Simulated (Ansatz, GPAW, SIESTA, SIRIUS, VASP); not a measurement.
## Al: 9 runs at one level of theory

```
Al
1.0
     0.00000    2.02481    2.02481
     2.02481    0.00000    2.02481
     2.02481    2.02481    0.00000
Al
1
Direct
  0.00000 0.00000 0.00000
```

Alike in all runs: task band structure; functional PBE; k mesh 11 × 11 × 11; occupations fermi-dirac, width 0.05 eV; no spin polarisation; no spin-orbit coupling. Pressure is positive in compression and, in plane waves, holds the error of the finite cutoff, which Ansatz's Pulay term estimates and takes out.

```
                                                                               program and potentials  plane-wave cutoff (eV)                                                                     notes  pressure (GPa)
                                                                                  GPAW, SG15 ONCV 1.2                    1100                                   11 valence electrons an atom on average           -0.24
                          SIESTA, files PseudoDojo sr-pbe-0.4.1-standard, DZP (energy shift 0.003 Ry)                       -                      atomic basis; 3 valence electrons an atom on average           -0.44
                                          SIRIUS, PseudoDojo 0.4.1 PBE standard (scalar relativistic)                     557                                    3 valence electrons an atom on average           -0.66
                                                           VASP, PBE PAW files Al, release 54, 500 eV                     500                                    3 valence electrons an atom on average           -0.46
                                                                                      Ansatz, SPMS NC                     381  3 valence electrons an atom on average; Pulay term of +0.13 GPa included           -0.68
                                                                          Ansatz, SSSP efficiency PAW                     408                                    3 valence electrons an atom on average           -0.48
SIESTA, files PseudoDojo sr-pbe-0.4.1-standard, DZP (energy shift 0.002 Ry; radii capped at 9.5 bohr)                       -                      atomic basis; 3 valence electrons an atom on average           -0.28
                                                             Ansatz, PseudoDojo stringent (PBE files)                     544                                    3 valence electrons an atom on average           -0.66
                                                                       VASP, PBE PAW files Al, 500 eV                     500                                    3 valence electrons an atom on average           -0.47
```

The pressure spans -0.68 (Ansatz, SPMS NC) to -0.24 GPa (GPAW, SG15 ONCV 1.2). Rows in atomic bases carry the error of their basis and grid, which can be large.

Differences between rows come from potentials, basis sets and numerical settings, since the functional is the same but for its coding. Runs on potential files found faulty are left out.
